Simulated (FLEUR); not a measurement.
# MgTe (F-43m) in FLEUR: further runs

The runs below take MgTe through single point, with PBE.

Program: FLEUR MaX-R8.1 (later development tree). These are calculated values, not measurements. Logs are shortened: lines on timing, memory, paths and dates and some standing lists are left out, and cuts for length are marked.

## (1) The crystal as given

The structure is cubic, space group F-43m (No. 216). Conventional cell: a = 6.464 Å, b = 6.464 Å, c = 6.464 Å, α = 90.00°, β = 90.00°, γ = 90.00°. Around Te (site symmetry -43m) lie 4 Mg at 2.80 Å. Around Mg (site symmetry -43m) lie 4 Te at 2.80 Å.

The cell comes from a database or a generator and needn't be the stable form of this composition.

## (2) Single point, PBE

The input, inp.xml:

```xml
<?xml version="1.0" encoding="UTF-8" standalone="no"?>
<fleurInput fleurInputVersion="0.39">
   <comment>
      MgTe                                                                                                
   </comment>
   <calculationSetup>
      <cutoffs Kmax="3.84" Gmax="11.9" GmaxXC="11.9" numbands="0"/>
      <scfLoop itmax="60" minDistance="0.00001" maxIterBroyd="15" imix="Anderson" alpha="0.05" precondParam="0.0" spinf="2.0" sdNocoIR="T"/>
      <coreElectrons ctail="T" frcor="F" kcrel="0" coretail_lmax="0"/>
      <xcFunctional name="pbe" relativisticCorrections="F"/>
      <magnetism jspins="1"/>
      <soc l_soc="F" theta="0.0" phi="0.0" spav="F"/>
      <expertModes spex="0" secvar="F"/>
      <geometryOptimization l_f="T" forcealpha="1.0" forcemix="BFGS" epsdisp="0.0005" epsforce="0.0002"/>
      <ldaU l_linMix="F" mixParam="0.05" spinf="1.0"/>
   </calculationSetup>
   <cell>
      <bzIntegration valenceElectrons="32.0" mode="hist" fermiSmearingEnergy="0.00183747">
         <kPointListSelection listName="default-1"/>
         <!-- k-points included here -->
         <xi:include xmlns:xi="http://www.w3.org/2001/XInclude" href="kpts.xml"> </xi:include>
      </bzIntegration>
      <!-- symmetry operations included here -->
      <xi:include xmlns:xi="http://www.w3.org/2001/XInclude" href="sym.xml"> </xi:include>
      <bulkLattice scale="1.0">
         <bravaisMatrix>
            <row-1>    0.0000000000000000     6.1075926122003050     6.1075926122003050</row-1>
            <row-2>    6.1075926122003050     0.0000000000000000     6.1075926122003050</row-2>
            <row-3>    6.1075926122003050     6.1075926122003050     0.0000000000000000</row-3>
         </bravaisMatrix>
      </bulkLattice>
   </cell>
   <atomSpecies>
      <species name="Tellurium (Te)" element="Te" atomicNumber="52">
         <mtSphere radius="2.59" gridPoints="879" logIncrement="0.015"/>
         <atomicCutoffs lmax="11" lnonsphr="8"/>
         <electronConfig flipSpins="F">
            <coreConfig>(1s1/2) (2s1/2) (2p1/2) (2p3/2) (3s1/2) (3p1/2) (3p3/2) (4s1/2) (3d3/2) (3d5/2)</coreConfig>
            <valenceConfig>(4p1/2) (4p3/2) (5s1/2) (4d3/2) (4d5/2) (5p1/2) (5p3/2)</valenceConfig>
            <stateOccupation state="(5p1/2)" spinUp="0.666667" spinDown="0.666667"/>
            <stateOccupation state="(5p3/2)" spinUp="1.333333" spinDown="1.333333"/>
         </electronConfig>
         <energyParameters s="5" p="5" d="5" f="4"/>
         <lo type="SCLO" l="1" n="4" eDeriv="0"/>
         <lo type="SCLO" l="1" n="4" eDeriv="1"/>
         <lo type="SCLO" l="2" n="4" eDeriv="0"/>
         <lo type="SCLO" l="2" n="4" eDeriv="1"/>
         <lo type="SCLO" l="0" n="5" eDeriv="2"/>
         <lo type="SCLO" l="3" n="4" eDeriv="2"/>
      </species>
      <species name="Magnesium (Mg)" element="Mg" atomicNumber="12">
         <mtSphere radius="2.16" gridPoints="737" logIncrement="0.015"/>
         <atomicCutoffs lmax="9" lnonsphr="7"/>
         <electronConfig flipSpins="F">
            <coreConfig>(1s1/2)</coreConfig>
            <valenceConfig>(2s1/2) (2p1/2) (2p3/2) (3s1/2)</valenceConfig>
         </electronConfig>
         <energyParameters s="3" p="2" d="3" f="4"/>
         <lo type="SCLO" l="0" n="2" eDeriv="0"/>
         <lo type="HELO" l="1" n="3" eDeriv="0"/>
         <lo type="HELO" l="1" n="3" eDeriv="1"/>
         <lo type="SCLO" l="2" n="3" eDeriv="2"/>
         <lo type="SCLO" l="3" n="4" eDeriv="2"/>
      </species>
   </atomSpecies>
   <atomGroups>
      <atomGroup species="Tellurium (Te)">
         <relPos label="                   1">1.000/4.000 1.000/4.000 1.000/4.000</relPos>
         <force calculate="T" relaxXYZ="TTT"/>
      </atomGroup>
      <atomGroup species="Magnesium (Mg)">
         <relPos label="                   2">.0000000000 .0000000000 .0000000000</relPos>
         <force calculate="T" relaxXYZ="TTT"/>
      </atomGroup>
   </atomGroups>
   <output dos="F" band="F" slice="F">
      <checks vchk="F" cdinf="F"/>
      <bandDOS minEnergy="-.5*Htr" maxEnergy="0.5*Htr" sigma="0.015" storeEVData="T"/>
      <vacuumDOS vacdos="F" integ="F" star="F" nstars="0" locx1="0.0" locy1="0.0" locx2="0.0" locy2="0.0" nstm="0" tworkf="0.0"/>
      <unfoldingBand unfoldBand="F" supercellX="1" supercellY="1" supercellZ="1"/>
      <plotting iplot="0" polar="F">
         <plot TwoD="T" vec1="  1.0  0.0  0.0" vec2="  0.0  1.0  0.0" vec3="  0.0  0.0  1.0" zero="  0.0  0.0  0.0" file="plot"/>
      </plotting>
      <chargeDensitySlicing numkpt="0" minEigenval="0.0" maxEigenval="0.0" nnne="0" pallst="F"/>
      <specialOutput eonly="F"/>
      <moessbauerParams electricFieldGradient="T" isomerShift="T" coreHyperfine="T" valenceHyperfine="T"/>
      <magneticCircularDichroism mcd="F" energyLo="-10.0" energyUp="0.0"/>
   </output>
  <!-- We include the file relax.xml here to enable relaxations (see documentation) -->
  <xi:include xmlns:xi="http://www.w3.org/2001/XInclude" href="relax.xml"> <xi:fallback/> </xi:include>
</fleurInput>
```

The input, crystal.txt:

```
MgTe
&input cartesian=F /
0.0000000000  3.2319988239  3.2319988239
3.2319988239  0.0000000000  3.2319988239
3.2319988239  3.2319988239  0.0000000000
1.8897261246
1.0 1.0 1.0

2
52 0.2500000000  0.2500000000  0.2500000000
12 0.0000000000  0.0000000000  0.0000000000

&kpt div1=7 div2=7 div3=7 gamma=T /
```

Potentials or basis: all-electron, FLAPW.

On the command line:

```
> inpgen -f crystal.txt -profile fastHighL
> # inp.xml edited to the form shown
> fleur_MPI
```

The program printed:

```text
Welcome to FLEUR        (www.flapw.de)
      MaX-Release 8.1          (www.max-centre.eu)

 ========== k-point set info ==========
 Selected k-point list: default-1
 k-point list type: mesh
 7 x 7 x 7
 Number of k points: 20

 ------------Calculation Setup---------------------------
 Number of MPI-tasks      :            1
 Number of PE/node        :            1
 Number of OMP-threads    :            1
 Most efficient MPI parallelization for:
           1           2           4           5          10          20
 Additional eigenvalue parallelization possible
 Number of basis functions:          532
 Approximate size of matrices (H+S) per k-point:         0.008 GB
 --------------------------------------------------------
 Iteration:     1   Distance:       4.73976559 me/bohr^3
 Iteration:     2   Distance:       4.45268766 me/bohr^3
 Iteration:     3   Distance:       1.84535165 me/bohr^3
 Iteration:     4   Distance:       0.71063930 me/bohr^3
 Iteration:     5   Distance:       0.63186822 me/bohr^3
 Iteration:     6   Distance:       0.07879434 me/bohr^3
 Iteration:     7   Distance:       0.07017511 me/bohr^3
 Iteration:     8   Distance:       0.01638771 me/bohr^3
 Iteration:     9   Distance:       0.00809344 me/bohr^3
 Iteration:    10   Distance:       0.00339765 me/bohr^3
 Iteration:    11   Distance:       0.00040555 me/bohr^3
 Iteration:    12   Distance:       0.00037581 me/bohr^3
 Iteration:    13   Distance:       0.00002897 me/bohr^3
 Iteration:    14   Distance:       0.00000409 me/bohr^3

 ********************************************************************
 Run finished successfully
 Stop message:
   Structural relaxation: Done
 ********************************************************************
```

out.xml (last iteration):

```text
<iteration numberForCurrentRun="   15" overallNumber="   15">
         <energyParameters units="Htr">
            <atomicEP atomType="1" spin="1" branch="5s" branchLowest="-5.71" branchHighest="0.27" value="-0.2838737230"/>
            <atomicEP atomType="1" spin="1" branch="5p" branchLowest="-3.87" branchHighest="0.92" value="0.0017548074"/>
            <atomicEP atomType="1" spin="1" branch="5d" branchLowest="-1.19" branchHighest="2.06" value="0.2377262572"/>
            <atomicEP atomType="1" spin="1" branch="4f" branchLowest="-9.99" branchHighest="1.47" value="0.3944752102"/>
            <loAtomicEP atomType="1" spin="1" branch="4p" branchLowest="-29.18" branchHighest="-3.87" value="-3.8850978345"/>
            <loAtomicEP atomType="1" spin="1" branch="4p" branchLowest="-29.18" branchHighest="-3.87" value="-3.8850978345"/>
            <loAtomicEP atomType="1" spin="1" branch="4d" branchLowest="-20.23" branchHighest="-1.19" value="-1.2005602836"/>
            <loAtomicEP atomType="1" spin="1" branch="4d" branchLowest="-20.23" branchHighest="-1.19" value="-1.2005602836"/>
            <loAtomicEP atomType="1" spin="1" branch="5s" branchLowest="-5.71" branchHighest="0.27" value="-0.2838737230"/>
            <loAtomicEP atomType="1" spin="1" branch="4f" branchLowest="-9.99" branchHighest="1.47" value="0.3944761830"/>
            <atomicEP atomType="2" spin="1" branch="3s" branchLowest="-2.66" branchHighest="1.81" value="0.0192508838"/>
            <atomicEP atomType="2" spin="1" branch="2p" branchLowest="-9.99" branchHighest="-1.43" value="-1.4488239398"/>
            <atomicEP atomType="2" spin="1" branch="3d" branchLowest="-9.99" branchHighest="2.24" value="0.3059887340"/>
            <atomicEP atomType="2" spin="1" branch="4f" branchLowest="-9.99" branchHighest="4.27" value="0.4705145874"/>
            <loAtomicEP atomType="2" spin="1" branch="2s" branchLowest="-46.03" branchHighest="-2.66" value="-2.6739124694"/>
            <heloAtomicEP atomType="2" spin="1" branch="3p" branchLowest="1.28" branchHighest="1.28" value="1.2783979107"/>
            <heloAtomicEP atomType="2" spin="1" branch="3p" branchLowest="1.28" branchHighest="1.28" value="1.2783979107"/>
            <loAtomicEP atomType="2" spin="1" branch="3d" branchLowest="-9.99" branchHighest="2.24" value="0.3059892546"/>
            <loAtomicEP atomType="2" spin="1" branch="4f" branchLowest="-9.99" branchHighest="4.27" value="0.4705183238"/>
         </energyParameters>
         <eigenvalues>
            <eigenvaluesAt spin="1" ikpt="1" k_x="0.00000000" k_y="0.00000000" k_z="0.00000000">
                      -3.8735414249       -3.8735414249       -3.8735414249       -2.6738866843       -1.4522253856
                      -1.4522253856       -1.4522253856       -1.2037199323       -1.2037199323       -1.2037199323
                      -1.2034324478       -1.2034324478       -0.2888023718        0.0854214964        0.0854214964
                       0.0854214964        0.1741578758        0.2863768021        0.2863768021        0.2863768021
                       0.4026940199        0.4026940199        0.4056753693        0.4656426286        0.4656426286
            </eigenvaluesAt>
            <eigenvaluesAt spin="1" ikpt="2" k_x="0.00000000" k_y="0.00000000" k_z="0.14285714">
                      -3.8735415420       -3.8735414466       -3.8735414466       -2.6738868593       -1.4522308992
                      -1.4522264635       -1.4522264635       -1.2037250519       -1.2037193608       -1.2037193608
                      -1.2034326765       -1.2034326765       -0.2852637773        0.0505879668        0.0821234361
                       0.0821234361        0.2020012125        0.2852154896        0.2940107427        0.2940107427
                       0.3820685444        0.3820685444        0.4261958217        0.4557681904        0.5110203893
            </eigenvaluesAt>
            <eigenvaluesAt spin="1" ikpt="3" k_x="0.00000000" k_y="0.00000000" k_z="0.28571429">
                      -3.8735415946       -3.8735414599       -3.8735414599       -2.6738868579       -1.4522356998
[... 28 lines left out ...]
            <state n="2" l="1" j="1.5" energy="-156.4236485350" weight="2.0000000000"/>
            <state n="3" l="0" j="0.5" energy="-35.1151643008" weight="1.0000000000"/>
            <state n="3" l="1" j="0.5" energy="-30.4963956092" weight="1.0000000000"/>
            <state n="3" l="1" j="1.5" energy="-28.6160699231" weight="2.0000000000"/>
            <state n="4" l="0" j="0.5" energy="-5.7101845086" weight="1.0000000000"/>
            <state n="3" l="2" j="1.5" energy="-20.4721213577" weight="2.0000000000"/>
            <state n="3" l="2" j="2.5" energy="-20.0789240271" weight="3.0000000000"/>
         </coreStates>
         <coreStates atomType="     2" atomicNumber=" 12" spin="1" kinEnergy="    135.0399665450" eigValSum="    -92.0547702228" lostElectrons=" 0.000000">
            <state n="1" l="0" j="0.5" energy="-46.0273851114" weight="1.0000000000"/>
         </coreStates>
         <allElectronCharges>
            <spinDependentCharge spin="1" total="64.0000000" interstitial="3.5135158" mtSpheres="60.4864842"/>
            <totalCharge value="63.9999999973"/>
         </allElectronCharges>
         <moessbauerParams unitsHFF="kG" unitsIS="e/bohr^3" unitsEFG="Htr/bohr^2">
            <coreIsomerShift atomType="1" isTotal="232177.73956">
               <shell n="1" l="0" isomerShift="201659.75749"/>
               <shell n="2" l="0" isomerShift="24008.71490"/>
               <shell n="2" l="1" isomerShift="632.50831"/>
               <shell n="3" l="0" isomerShift="4745.12235"/>
               <shell n="3" l="1" isomerShift="135.56075"/>
               <shell n="4" l="0" isomerShift="996.07573"/>
               <shell n="3" l="2" isomerShift="0.00003"/>
            </coreIsomerShift>
            <coreIsomerShift atomType="2" isTotal="1089.21362">
               <shell n="1" l="0" isomerShift="1089.21362"/>
            </coreIsomerShift>
            <isomerShift atomType="1" nucleusRadius="0.0001189" averageDensity="232290.00477"/>
            <isomerShift atomType="2" nucleusRadius="0.0000684" averageDensity="1160.73739"/>
            <electricFieldGradient atomType="1" VXX="0.00000" VYY="0.00000" VZZ="0.00000" asymParam="0.00000">
            </electricFieldGradient>
            <electricFieldGradient atomType="2" VXX="0.00000" VYY="0.00000" VZZ="0.00000" asymParam="0.00000">
            </electricFieldGradient>
         </moessbauerParams>
         <totalEnergy                                    value="    -6997.2397915681" units="Htr">
            <sumOfEigenvalues                            value="    -4237.8894449561">
               <coreElectrons value="-4188.2001247596"/>
               <valenceElectrons value="-49.6893201965"/>
            </sumOfEigenvalues>
            <densityCoulombPotentialIntegral value="-11374.0179632787"/>
            <densityEffectivePotentialIntegral value="-11625.2220846442"/>
            <chargeDenXCDenIntegral value="-192.6413642151"/>
            <FockExchangeEnergyValence value="0.0000000000"/>
            <FockExchangeEnergyCore value="0.0000000000"/>
            <atomTypeDependentContributions atomType="1">
               <electronNucleiInteractionDifferentMTs value="8241.2124564208"/>
               <MadelungTerm value="-21.9853366644"/>
            </atomTypeDependentContributions>
            <atomTypeDependentContributions atomType="2">
               <electronNucleiInteractionDifferentMTs value="237.2468770442"/>
               <MadelungTerm value="-4.4774152722"/>
            </atomTypeDependentContributions>
            <tkbTimesEntropy value="0.0000000000"/>
            <freeEnergy value="-6997.2397915681"/>
            <extrapolationTo0K value="-6997.2397915681"/>
         </totalEnergy>
         <totalForcesOnRepresentativeAtoms units="Htr/bohr">
            <forceTotal atomType="1" x="3.053796" y="3.053796" z="3.053796" F_x="0.00000000" F_y="0.00000000" F_z="0.00000000"/>
            <forceTotal atomType="2" x="0.000000" y="0.000000" z="0.000000" F_x="0.00000000" F_y="0.00000000" F_z="0.00000000"/>
         </totalForcesOnRepresentativeAtoms>
      </iteration>
```

Wall time 64 s (1 thread of Arm Neoverse V2, shared host); peak memory 0.08 GiB.

What came out:

```yaml
Free_energy: -190404.5946 eV
Band_gap_on_the_k_mesh: 2.41 eV, direct
Valence_electrons_inside_the_program's_atomic_spheres: Te 20.07; Mg 8.42 (radii Te 2.59, Mg 2.16 bohr)
```

Core levels (eV from the Fermi level):
| atom | levels |
| --- | --- |
| 1 Te | 1s1/2 -31601.0, 2s1/2 -4839.1, 2p1/2 -4533.3, 2p3/2 -4258.8, 3s1/2 -957.9, 3p1/2 -832.2, 3p3/2 -781.0, 4s1/2 -157.7, 3d3/2 -559.4, 3d5/2 -548.7 |
| 2 Mg | 1s1/2 -1254.8 |

Caveat: spin-orbit coupling is left out, which moves the levels of the heavy elements.

## (3) Single point, PBE (atoms moved at random, drawn with an rms of 0.05 Å)

Changes to inp.xml since step 2:

```diff
@@ -34,3 +34,3 @@
       <species name="Tellurium (Te)" element="Te" atomicNumber="52">
-         <mtSphere radius="2.59" gridPoints="879" logIncrement="0.015"/>
+         <mtSphere radius="2.59" gridPoints="877" logIncrement="0.015"/>
          <atomicCutoffs lmax="11" lnonsphr="8"/>
@@ -51,3 +51,3 @@
       <species name="Magnesium (Mg)" element="Mg" atomicNumber="12">
-         <mtSphere radius="2.16" gridPoints="737" logIncrement="0.015"/>
+         <mtSphere radius="2.16" gridPoints="731" logIncrement="0.016"/>
          <atomicCutoffs lmax="9" lnonsphr="7"/>
@@ -67,3 +67,3 @@
       <atomGroup species="Tellurium (Te)">
-         <relPos label="                   1">1.000/4.000 1.000/4.000 1.000/4.000</relPos>
+         <relPos label="                   1">.2549180000 .2445060000 .2403030000</relPos>
          <force calculate="T" relaxXYZ="TTT"/>
@@ -71,3 +71,3 @@
       <atomGroup species="Magnesium (Mg)">
-         <relPos label="                   2">.0000000000 .0000000000 .0000000000</relPos>
+         <relPos label="                   2">.0080780000 -.0126080000 -.0020850000</relPos>
          <force calculate="T" relaxXYZ="TTT"/>
```

Changes to crystal.txt since step 2:

```diff
@@ -9,4 +9,4 @@
 2
-52 0.2500000000  0.2500000000  0.2500000000
-12 0.0000000000  0.0000000000  0.0000000000
+52 0.2549180000  0.2445060000  0.2403030000
+12 0.0080780000  -0.0126080000  -0.0020850000
```

Potentials or basis: all-electron, FLAPW.

On the command line:

```
> inpgen -f crystal.txt -profile fastHighL
> # inp.xml edited to the form shown
> fleur_MPI
```

Wall time 16 min (1 thread of Arm Neoverse V2, shared host); peak memory 0.25 GiB.

It converged, with:

```
Free energy                                           : -190404.5917 eV
Largest force                                         : 0.156 eV/Å
Band gap on the k mesh                                : 2.37 eV, direct
Valence electrons inside the program's atomic spheres : Te 20.07; Mg 8.42 (radii Te 2.59, Mg 2.16 bohr)
```

Forces on the atoms (eV/Å):
```
Te   0.001  0.147 -0.053
Mg  -0.001 -0.147  0.053
```

Levels at points of the mesh, in eV from the valence-band top:
```
           k point  band 14  band 15  band 16  band 17  band 18  band 19
(0.00, 0.00, 0.00)    -0.09    -0.05     0.00     2.37     5.41     5.42
```

Core levels (eV from the Fermi level):
| atom | levels |
| --- | --- |
| 1 Te | 1s1/2 -31601.1, 2s1/2 -4839.1, 2p1/2 -4533.4, 2p3/2 -4258.9, 3s1/2 -957.9, 3p1/2 -832.2, 3p3/2 -781.1, 4s1/2 -157.8, 3d3/2 -559.4, 3d5/2 -548.7 |
| 2 Mg | 1s1/2 -1254.8 |

Caveat: spin-orbit coupling is left out, which moves the levels of the heavy elements.
